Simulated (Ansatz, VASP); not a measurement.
Be: VASP beside Ansatz

```
CELL_PARAMETERS angstrom
2.17047 0.00000 0.00000
-0.72349 2.04634 0.00000
-0.72349 -1.02317 1.77218
ATOMIC_POSITIONS crystal
Be 0.00000 0.00000 0.00000
```

This isn't the form of Be at room conditions, which is hcp.

Alike in both runs: task relaxation of cell and atoms; functional PBEsol; k mesh 16 × 16 × 16; no spin polarisation.

|  | VASP | Ansatz |
| --- | --- | --- |
| version | VASP 6.6.1 | Ansatz 0.2.0 |
| potentials or method | VASP PAW PBE potentials, release 64 (Be) | plane waves, PAW |
| plane-wave cutoff (eV) | 600 | 420 |
| occupations | methfessel-paxton of order 1, width 0.1 eV | cold, width 0.1 eV |
| valence electrons in the cell | 2 | 2 |

|  | VASP | Ansatz | Ansatz less VASP |
| --- | --- | --- | --- |
| relaxed volume (Å³/atom) | 7.77 | 7.74 | -0.025 |
| relaxed cell length with the largest relative difference (Å) | 2.161 | 2.159 | -0.0023 |

Caveats: the PAW data sets were made with another functional, which shifts forces and pressure a little (VASP).
